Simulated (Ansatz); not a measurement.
## Squeezing Ge (sc type)

```
Ge
1.0
     2.71033    0.00000    0.00000
     0.00000    2.71033    0.00000
     0.00000    0.00000    2.71033
Ge
1
Direct
  0.00000 0.00000 0.00000
```

The cell comes from a relaxation on PAW files under the same functional, begun from a prototype that needn't be the stable phase.

Its volume is scaled at fixed shape and fractional positions.

All numbers are PBE results (scalar-relativistic) from Ansatz 0.2.0, with a Γ-centred 15×15×15 k mesh, Fermi–Dirac smearing of 0.08 eV, no spin polarisation. Methods: LAPW: all electrons, basis error target 1 meV/atom; PAW: frozen-core files, cutoff 420 eV; crystal datasets: all electrons, by PAW datasets that the program makes for each cell; norm-conserving: pseudopotentials, cutoff 1061 eV; PAW (partial waves polarizable): frozen-core files, cutoff 420 eV.

Energies are extrapolated to zero smearing and count from the unscaled cell; pressure is positive in compression; gaps take the mesh and a band path. No temperature or zero-point motion is included.

| V/V0 | V (Å³/atom) | P LAPW (GPa) | ΔE LAPW (eV/atom) | P PAW − LAPW (GPa) | ΔE PAW − LAPW (meV/atom) |
| --- | --- | --- | --- | --- | --- |
| 1.00 | 19.91 | 0.02 | 0.000 | -0.04 | 0.0 |
| 0.92 | 18.32 | 6.77 | 0.031 | -0.04 | -0.3 |
| 0.84 | 16.72 | 17.54 | 0.146 | -0.04 | -0.7 |
| 0.76 | 15.13 | 35.0 | 0.399 | -0.05 | -1.1 |
| 0.68 | 13.54 | ? | ? | ? | ? |
| 0.60 | 11.95 | 113.5 | 1.739 | 0.00 | -1.8 |
| 0.52 | 10.35 | 200.5 | 3.258 | 0.21 | -1.1 |
| 0.45 | 8.96 | 336.9 | 5.537 | 0.80 | 3.0 |

Question: Fit the Vinet equation to the LAPW pressures shown (residuals weighted by 1/(|P| + 0.03·Pmax)), and predict the pressure of the withheld row.

Answer: The fit gives V0 = 19.93 Å³/atom, B0 = 63.9 GPa and B0′ = 5.22. At 13.54 Å³/atom, x = (V/V0)^(1/3) = 0.8791, and P = 3·B0·(1 − x)/x²·exp[1.5·(B0′ − 1)·(1 − x)] = 64.4 GPa. The run itself gave 64.1 GPa (+0.4 % off) and ΔE = 0.879 eV/atom.

Question: At the smallest volume, how far do crystal datasets and norm-conserving and PAW (partial waves polarizable) lie from LAPW in pressure?

Answer: crystal datasets: 0.00 GPa; norm-conserving: +0.96 GPa; PAW (partial waves polarizable): +0.80 GPa, on a LAPW pressure of 336.9 GPa.

Question: How do the Löwdin populations by LAPW change from the unscaled cell to the last row?

Answer: Ge 4s 1.52 → 1.11, Ge 4p 2.47 → 2.91 electrons an atom. These are projections on the shells that the free atoms fill; 0.02 e a cell lies outside them at the start and 0.05 e at the end.
